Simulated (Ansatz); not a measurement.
Which way does CaO + MgS ⇌ CaS + MgO run?

Plane-wave DFT in Ansatz with scalar-relativistic PAW potentials, cutoff 420 eV, Γ-centred meshes chosen by cell and gap, Gaussian smearing with energies taken to zero width. Every cell was relaxed (cell and atoms) in a run of its own, within the symmetry of its start. Functional: PBEsol.

Total energies hold large constants for each element; a whole number of eV per atom of each element is taken off below, which cancels in a balanced reaction.

```tsv
compound	lowest structure computed	structures tried	V (Å³/atom)	gap on mesh (eV)	E (eV per formula unit, common shift removed)
CaO	Fm-3m	1	13.54	3.54	-6.1049
MgS	Fm-3m	4	17.39	2.73	-2.9177
CaS	Fm-3m	3	22.34	2.16	-4.0539
MgO	Fm-3m	4	9.35	4.62	-5.8714
```

Q: Work out the reaction energy at 0 K.

A: ΔE = E(CaS) + E(MgO) − E(CaO) − E(MgS) = -0.903 eV, or -87 kJ per mole of reaction (-226 meV/atom). The right side is lower: Ca takes S and Mg takes O. Pauling's electronegativities (Ca 1.0, Mg 1.31; O 3.44, S 2.58) would pair Ca with O, the most ionic bond; the result goes the other way, so matching of sizes, lattice energies or covalent bonding outweigh it. The smaller cation ends with the smaller anion, the pairing that gives the greater sum of ionic lattice energies, which go as 1/(r₊ + r₋). All four are computed as solids; where they are solids at ordinary conditions entropy changes little. A lower structure that wasn't tried would shift the value, and mixed crystals may lie lower than either side.